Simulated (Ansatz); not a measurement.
A (001) slab of MoS₂ (R-3m (No. 166)), 5 planes, outer planes S (top) and S (bottom), with 5 atoms (MoS4) in a surface cell of A = 8.436 Å², as cut from the bulk:

```xyz
5
Lattice="3.1210 0.0000 0.0000 -1.5605 2.7029 0.0000 0.0000 0.0000 23.9514" Properties=species:S:1:pos:R:3 pbc="T T T"
S     1.5605    0.9010    7.5000
S     0.0000    0.0000   10.3750
Mo    1.5605    0.9010   11.9757
S     0.0000    1.8019   13.5764
S     1.5605    0.9010   16.4514
```

Computed with Ansatz 0.2.0, DFT PBEsol, scalar-relativistic, plane waves, PAW. Settings: cutoff 420 eV, Γ-centred mesh 12×12×1 on the computed 5-atom cell, Gaussian smearing of 0.10 eV; no spin polarisation.

The relaxed slab holds 1 formula units of MoS$_{2}$ and 2 further S. Against those formula units in the bulk and the further S in its standard state it lies 3.664 eV higher. The formation energy of MoS$_{2}$ from the standard states is -2.106 eV a formula unit (uncorrected, no zero-point or thermal terms).

Q: Over what range can the chemical potential of S vary, and what is the surface energy at both ends?

A: In contact with the bulk, 2μ(S) + μ(Mo) is fixed. With Δμ counted from the standard states, Δμ(S) ≤ 0 keeps elemental S from forming, and Δμ(Mo) ≤ 0 requires Δμ(S) ≥ ΔH/2 = -1.053 eV. Other compounds of S and Mo can narrow this range. Then γ, the mean of both faces, = [3.664 eV − 2.00·Δμ(S)]/(2A). At the S-rich end (Δμ = 0): 3.664/(2 × 8.436) × 16.02 = 3.48 J/m². At the S-poor end: (3.664 + 2.106)/(2 × 8.436) × 16.02 = 5.48 J/m².

Q: How does its energy depend on growth conditions?

A: It carries an excess of S, so its energy falls by 1.90 J/m² for each eV that μ(S) rises: S-rich conditions lower it; whether it appears depends on the other terminations.

Each cell of MoS2 holds layers, and where no dispersion correction was added their binding is poorly described.

The reference crystal is a form of MoS2, which isn't its usual structure.